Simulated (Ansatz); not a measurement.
## Pb: computed DOS

```cif
data_structure
_symmetry_space_group_name_H-M 'P6_3/mmc'
_symmetry_Int_Tables_number 194
_cell_length_a 3.4800
_cell_length_b 3.4800
_cell_length_c 5.5900
_cell_angle_alpha 90.000
_cell_angle_beta 90.000
_cell_angle_gamma 120.000
_cell_volume 58.63
loop_
_atom_site_label
_atom_site_type_symbol
_atom_site_symmetry_multiplicity
_atom_site_Wyckoff_symbol
_atom_site_fract_x
_atom_site_fract_y
_atom_site_fract_z
_atom_site_occupancy
Pb1 Pb 2 c 0.33333 0.66667 0.25000 1
```

The runs use the primitive cell with vectors (3.480, 0.000, 0.000), (-1.740, 3.014, 0.000), (0.000, 0.000, 5.590) Å, to which the k mesh refers.

The structure is hexagonal, space group P6_3/mmc (No. 194). Conventional cell: a = 3.480 Å, b = 3.480 Å, c = 5.590 Å, α = 90.00°, β = 90.00°, γ = 120.00°. Pb (site symmetry -6m2) has 12 Pb at 3.44 to 3.48 Å as nearest neighbours.

The cell is COD entry 1537623, as deposited and not checked against the literature; nothing was relaxed.

No spin–orbit coupling, which matters for the heavy atoms here.

These are results of Ansatz 0.2.0, DFT, PBE, all-electron LAPW, scalar-relativistic, not measurements.

Numerical set-up: a Γ-centred 14×14×8 k mesh, Fermi–Dirac smearing of 0.08 eV, basis error target 0.5 meV/atom, no spin polarisation.

States per eV and cell, averaged over 0.6 eV, from -4.0 to 3.6 eV, with energies (bin centres) from the Fermi level; empty bins are left out. 

| E (eV) | total |
| --- | --- |
| -3.8 | 0.28 |
| -3.2 | 0.89 |
| -2.6 | 1.48 |
| -2.0 | 0.96 |
| -1.4 | 1.08 |
| -0.8 | 0.95 |
| -0.2 | 1.16 |
| 0.4 | 1.04 |
| 1.0 | 1.10 |
| 1.6 | 1.15 |
| 2.2 | 1.38 |
| 2.8 | 1.40 |
| 3.4 | 1.27 |
